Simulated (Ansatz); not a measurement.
**Re (element-swapped structure): how the settings move a single-point run**

Aim: see which settings change the result for Re (element-swapped structure), by how much, and at what cost.

This is Re in the fcc structure; at room conditions it is hcp.

Computed with Ansatz 0.2.0 (reference: DFT PBEsol, plane waves, PAW, scalar-relativistic, no spin polarisation, unless a step's input says otherwise).

### Step 1. Starting point

Symmetry: Fm-3m, No. 225, cubic system. Conventional cell: a = 3.941 Å, b = 3.941 Å, c = 3.941 Å, α = 90.00°, β = 90.00°, γ = 90.00°. Re (site symmetry m-3m) has 12 Re at 2.79 Å as nearest neighbours.

As a file:

```
Re
1.0
     0.00000    1.97047    1.97047
     1.97047    0.00000    1.97047
     1.97047    1.97047    0.00000
Re
1
Direct
  0.00000 0.00000 0.00000
```

### Step 2. Baseline

Contents of input.yaml:

```yaml
crystal:
  lattice:
    - [0.0, 1.970472, 1.970472]
    - [1.970472, 0.0, 1.970472]
    - [1.970472, 1.970472, 0.0]
  atoms:
    - { symbol: Re, position: [0.0, 0.0, 0.0] }
  symmetry: { tolerance: 0.0003 }
kpoints:
  mp_grid: { grid: [8, 8, 8], shift: [0, 0, 0] }
magnetization:
  spin_polarized: false
scf:
  occupations: { method: fermi_dirac, width: 0.0116 }
hamiltonian:
  pseudopotentials: { kind: paw }
  xc: pbesol
basis:
  ecutwfc: 420
output:
  forces: true
  stress: true
  eigenvalues: true
```

On the command line:

```sh
$ ansatz run input.yaml --threads 1 --pin off --max-ram 2560MiB --backend cpu --events-out ev --progress --plain --runs-dir out
```

### Step 3. Variant: dr2_threshold 1.0e-08, ecutwfc 18.4 Ry

input.yaml, as its differences from that of step 2:

```diff
@@ -14,2 +14,3 @@
   occupations: { method: fermi_dirac, width: 0.0116 }
+  convergence: { dr2_threshold: 1.0e-08 }
 hamiltonian:
@@ -18,3 +19,3 @@
 basis:
-  ecutwfc: 420
+  ecutwfc: "18.4 Ry"
 output:
```

### Step 4. Changed: ecutwfc 33.1 Ry

input.yaml, as its differences from that of step 2:

```diff
@@ -18,3 +18,3 @@
 basis:
-  ecutwfc: 420
+  ecutwfc: "33.1 Ry"
 output:
```

### Step 5. Changed: occupations.method tetrahedron, hubbard.sites [{species: Re, l: d, u_eff: 2.0}], hubbard.double_counting amf, width left out

input.yaml, as its differences from that of step 2:

```diff
@@ -13,3 +13,3 @@
 scf:
-  occupations: { method: fermi_dirac, width: 0.0116 }
+  occupations: { method: tetrahedron }
 hamiltonian:
@@ -17,2 +17,3 @@
   xc: pbesol
+  hubbard: { sites: [{ species: Re, l: d, u_eff: 2.0 }], double_counting: amf }
 basis:
```

### Step 6. The same system, input altered

input.yaml, as its differences from that of step 2:

```diff
@@ -11,5 +11,6 @@
 magnetization:
-  spin_polarized: false
+  spin_polarize: false
 scf:
   occupations: { method: fermi_dirac, width: 0.0116 }
+  max_iter: 100
 hamiltonian:
```

(Steps that only read results are left out.)

Q: Predict the outcome of this session. Wanted: for each run, ending; energy change; pressure; gap; force.

The runs gave:

| run | ending | energy change | pressure (GPa) | gap (eV) | force (eV/Å) | cycles | time |
| --- | --- | --- | --- | --- | --- | --- | --- |
| reference | converged | 0 | -16.8 | 0.00 | 0.00 | 6 | 0.37 s |
| 1: dr2_threshold 1.0e-08, ecutwfc 18.4 Ry | converged | +975.9 meV/atom | -9.0 | 0.00 | 0.00 | 6 | 0.3 s |
| 2: ecutwfc 33.1 Ry | converged | -1.2 meV/atom | -16.8 | 0.00 | 0.00 | 6 | 0.38 s |
| 3: occupations.method tetrahedron, hubbard.sites [{species: Re, l: d, u_eff: 2.0}], hubbard.double_counting amf, width left out | converged | -21.7 meV/atom (σ→0) (U changed: no physical gain or loss) | -15.5 | 0.00 | 0.00 | 6 | 0.75 s |
| 4: spin_polarize false, spin_polarized left out | refused | - | - | - | - | - | 0.01 s |

Residual by cycle in the longest SCF loop of each run; runs are numbered as in the table. The quantity is the density residual dr2, in eV.

```
cycle  reference    run 1    run 2    run 3
    1    0.00215    0.047  0.00216    0.619
    2     3.9e-4  0.00694   3.9e-4   0.0235
    3     3.5e-6   2.0e-4   4.9e-6  0.00262
    4     1.8e-7   1.4e-6   2.5e-7   2.8e-5
    5     1.0e-8   1.6e-8   2.0e-8   2.5e-7
    6    5.7e-10  3.6e-11   1.2e-9   1.2e-9
```

**Reading.** Of the converged runs whose energies compare with the reference's, «dr2_threshold 1.0e-08, ecutwfc 18.4 Ry» moves the energy most (+975.9 meV/atom). Run 1 ran under the cutoff that the potentials recommend, as the log warns, so basis error is mixed into its values. A changed U is a change of model: its shifts are not errors of convergence. The structure is not at rest: the sound run finds -17 GPa, so these are no properties of the relaxed crystal.  1 of the 4 altered inputs did not end normally.

Caveats on the reference run: it is run without spin, though an odd electron count or open d shells could carry moments; its mesh is coarse for a cell with so small a gap or none; the structure is made up and not relaxed.
